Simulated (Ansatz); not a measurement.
# BaO: the band gap up the ladder of functionals

One table from this session's results is given with a row withheld; the runs are named, their logs left out.

Code: Ansatz 0.2.0. PAW datasets, plane waves. The values are computed, spin-unpolarised, and not measurements.

### The system as given

The cell was relaxed beforehand with r2SCAN.

The symmetry is Fm-3m (No. 225, cubic); a = 5.544 Å in the conventional setting, 21.30 Å³ an atom. Near Ba stand 6 O at 2.77 Å; near O stand 6 Ba at 2.77 Å.

The structure in full:

```cif
data_structure
_symmetry_space_group_name_H-M 'Fm-3m'
_symmetry_Int_Tables_number 225
_cell_length_a 5.5439
_cell_length_b 5.5439
_cell_length_c 5.5439
_cell_angle_alpha 90.000
_cell_angle_beta 90.000
_cell_angle_gamma 90.000
_cell_volume 170.39
loop_
_atom_site_label
_atom_site_type_symbol
_atom_site_symmetry_multiplicity
_atom_site_Wyckoff_symbol
_atom_site_fract_x
_atom_site_fract_y
_atom_site_fract_z
_atom_site_occupancy
Ba1 Ba 4 a 0.00000 0.00000 0.00000 1
O1 O 4 b 0.50000 0.00000 0.00000 1
```

The first run:

Contents of input.yaml:

```yaml
crystal:
  lattice:
    - [0.0, 2.7719418017, 2.7719418017]
    - [2.7719418017, 0.0, 2.7719418017]
    - [2.7719418017, 2.7719418017, 0.0]
  atoms:
    - { symbol: Ba, position: [0.0, 0.0, 0.0] }
    - { symbol: O, position: [0.5, 0.5, 0.5] }
kpoints:
  mp_grid: { grid: [8, 8, 8] }
  band_path:
    path:
      - [[0.0, 0.0, 0.0], [0.5, -2.757293838072e-35, 0.5], [0.625, 0.25, 0.625]]
      - [[0.375, 0.375, 0.75], [0.0, 0.0, 0.0], [0.5, 0.5, 0.5], [0.5, 0.25, 0.75], [0.5, -2.757293838072e-35, 0.5]]
    npoints: 10
hamiltonian:
  xc: pbe
scf:
  occupations: { method: fermi_dirac, width: 0.02 }
  n_extra_bands: 4
output:
  forces: true
  stress: true
  eigenvalues: true
  write_density: true
  write_potential: true
  elf: true
  volumetric_format: npy
```

Started as:

```sh
$ ansatz run input.yaml --threads 2 --pin off --max-ram 20275MiB --backend cpu --events-out ev --progress --plain --runs-dir out
```

Steps of the session up to this table: PBE bands along the symmetry lines; r2SCAN at the same geometry; HSE06 at the same geometry; PBE+SOC; PBE0 at the same geometry; LDA; Quasiparticle levels, G0W0@PBE; G0W0 on PBE; DDH-PBE0 at the same geometry; HSE06+SOC; Hartree-Fock at the same geometry; r2SCAN0.

One table of the session follows, with a row left open; its other results are not shown here.

| level | gap (eV) |
| --- | --- |
| PBE | 2.05 |
| r2SCAN | 2.38 |
| HSE06 | ? |
| PBE+SOC | 2.01 |
| PBE0 | 4.05 |
| LDA | 1.91 |
| G0W0@PBE (127 empty bands) | 3.10 |
| G0W0@PBE (315 empty bands) | 3.29 |
| DDH-PBE0 | 3.96 |
| HSE06+SOC | 3.28 |
| Hartree-Fock | 10.67 |
| r2SCAN0 | 4.27 |

Q: Estimate the row for HSE06 from the others.

As computed: gap (eV): 3.32. In the column «gap (eV)» it lies between G0W0@PBE (315 empty bands) (3.29) and DDH-PBE0 (3.96).

Meshes: PBE 8×8×8, r2SCAN 8×8×8, HSE06 6×6×6, PBE+SOC 8×8×8, PBE0 6×6×6, LDA 8×8×8, DDH-PBE0 6×6×6, HSE06+SOC 4×4×4, Hartree-Fock 6×6×6, r2SCAN0 6×6×6

What this shows: LDA gives the least gap, 1.91 eV, and Hartree-Fock the largest, 10.67 eV. PBE reaches 62 % of the G0W0@PBE value, and r2SCAN 72 %. PBE0 lies 0.73 eV above HSE06, which differs from it by screening the long-range exchange. Hartree-Fock lies above G0W0@PBE by 7.4 eV. G0W0 values are finite-basis, finite-mesh values.

Limits of these values: Warnings in the runs' records: stress scf threshold loose, stress exchange threshold loose.
